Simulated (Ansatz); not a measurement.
Input for Ansatz (plane-wave DFT, PAW):

```yaml
crystal:
  lattice:
    - [1.2474660036, 0.7202248329, 3.0987630454]
    - [-1.2474660036, 0.7202248329, 3.0987630454]
    - [0.0, -1.4404496659, 3.0987630454]
  atoms:
    - { symbol: C, position: [0.1610122595, 0.1610122595, 0.1610122595] }
    - { symbol: C, position: [0.8389877405, 0.8389877405, 0.8389877405] }
basis:
  ecutwfc: 420
kpoints:
  mp_grid: { grid: [15, 15, 15] }
hamiltonian:
  xc: pbesol
scf:
  occupations: { method: gaussian, width: 0.02 }
output:
  forces: true
  stress: true
  eigenvalues: true
```

Command:
```bash
ansatz run input.yaml --threads 1 --pin off --max-ram 1331MiB --backend cpu --events-out ev --progress --plain --runs-dir out
```

Computed with Ansatz, DFT PBEsol, scalar-relativistic, plane waves, PAW.

Part of what the program printed, abridged:

```
Pseudopotentials: kind: paw
Pseudopotential: C, paw, valence charge 4, recommended cutoff 420 eV (normal)
Functional definition: PBEsol
Crystal: 2 atoms, lattice volume = 16.705 Å³
Basis set: ecut = 420 eV, 305 PW (Γ), exchange–correlation on 48×48×48 points (8 copies of the dense FFT grid, shifted against one another)
Bands: 8, of which v1, the nominal top of the filled ones, is band 4 counted from 1 (3 counted from 0)
Symmetry: 12 space group operations
Space group: R-3m (ITA 166), of the structure as read, at distance tolerance 2.6e-5 Å
k-points: 344 of 3375
Initial density: superposition of atomic densities (neutral atoms: chi_scale 0, normalization atom), corrected by the library's trained network
Initial wavefunctions: pseudopotential atomic-orbital guess
Functional: x = pbesol(κ = 0.804, μ = 0.12345679), c = pbesol(β = 0.046)
SCF iter   1: F=—  HF=-493.237306 eV  |F-HF|=—  |Δ(HF+E_count)|=         —  Δρ=3.89e-3  dr2=2.27e-3  ethr=1.77e-3  ⟨swp⟩=5.3  Hψ=18244  notcnv=0
SCF iter   2: F=—  HF=-493.237509 eV  |F-HF|=—  |Δ(HF+E_count)|=   2.04e-4  Δρ=1.63e-3  dr2=3.04e-4  ethr=2.84e-5  ⟨swp⟩=3.0  Hψ=8168  notcnv=0
SCF iter   3: F=—  HF=-493.237662 eV  |F-HF|=—  |Δ(HF+E_count)|=   1.53e-4  Δρ=2.82e-4  dr2=1.28e-5  ethr=3.81e-6  ⟨swp⟩=2.7  Hψ=5216  notcnv=0
SCF iter   4: F=—  HF=-493.237675 eV  |F-HF|=—  |Δ(HF+E_count)|=   1.23e-5  Δρ=4.21e-5  dr2=2.94e-7  ethr=1.60e-7  ⟨swp⟩=2.9  Hψ=4134  notcnv=0
SCF iter   5: F=-493.237675 eV  HF=-493.237675 eV  |F-HF|=7.94e-10  |Δ(HF+E_count)|=   2.70e-7  Δρ=2.89e-6  dr2=5.07e-10  ethr=3.68e-9  ⟨swp⟩=2.1  Hψ=4007  notcnv=0
SCF iter   6: F=-493.237675 eV  HF=-493.237675 eV  |F-HF|=2.84e-13  |Δ(HF+E_count)|=  8.36e-10  Δρ=5.62e-7  dr2=2.93e-11  ethr=6.34e-12  ⟨swp⟩=1.4  Hψ=8580  notcnv=0
SCF 1 converged in 6 iterations: F = -493.237675 eV  dr2 = 2.93e-11
SCF converged after 6 iterations
Free energy (F): -493.237675 eV
Harris-Foulkes:  -493.237675 eV  (|F-HF|=2.84e-13)
Internal energy: -493.237675 eV  (E = F + TS)
E sigma→0 (E₀):  -493.237675 eV
Fermi energy:    7.649270 eV
--- Per-component energies (eV) ---
  E_band       = -11.065173
  E_kinetic    = 179.027913
  E_local      = -259.181774  (includes V_loc(G=0)·N_el)
  E_nonlocal   = 54.200107
  E_hartree    = 72.988613
  E_xc         = -94.600463
  E_vxc        = -117.567360  (∫ρ·V_xc dr)
  E_paw        = -190.651764  (= ΣΔE_a)
  E_vpaw       = -13.521241  (= ΣTr[D̂ρ^β])
  E_aug_tail   = 0.000014  (compensation charges beyond the density's cutoff)
  E_ewald      = -255.062523
  E_core_change = 0.042201  (= ΣΔE_core)
  E_smearing   =  0.000000  (= −TS)
--- Forces (eV/Å), atoms counted from 1 ---
  atom   1  C      0.00000000     0.00000000     1.65498844
  atom   2  C      0.00000000     0.00000000    -1.65498844
--- Stress (GPa, compression-positive) ---
      -18.850864       0.000000       0.000000
        0.000000     -18.850864       0.000000
        0.000000       0.000000       2.754597
  P = ⅓ Tr σ = -11.6490 GPa (-116.490 kbar)
--- Band table (eV; the first three rows and the last of 344) ---
  k-point 0: bands = ["-11.8894", "1.8355", "4.6838", "4.6838", "12.1623", "15.6670", "15.6670", "18.6598"]
  k-point 1: bands = ["-11.7824", "1.9284", "4.2624", "4.4695", "12.2945", "15.7128", "16.0946", "18.3317"]
  k-point 2: bands = ["-11.4618", "2.1992", "3.1543", "3.9272", "12.6653", "15.7170", "17.2700", "17.4663"]
  k-point 343: bands = ["-11.2195", "-1.0855", "4.2000", "4.4129", "15.6469", "16.0479", "18.2050", "19.2308"]
```

Self-consistency was reached.

 The cell holds layers, and where no dispersion correction was added their binding is poorly described.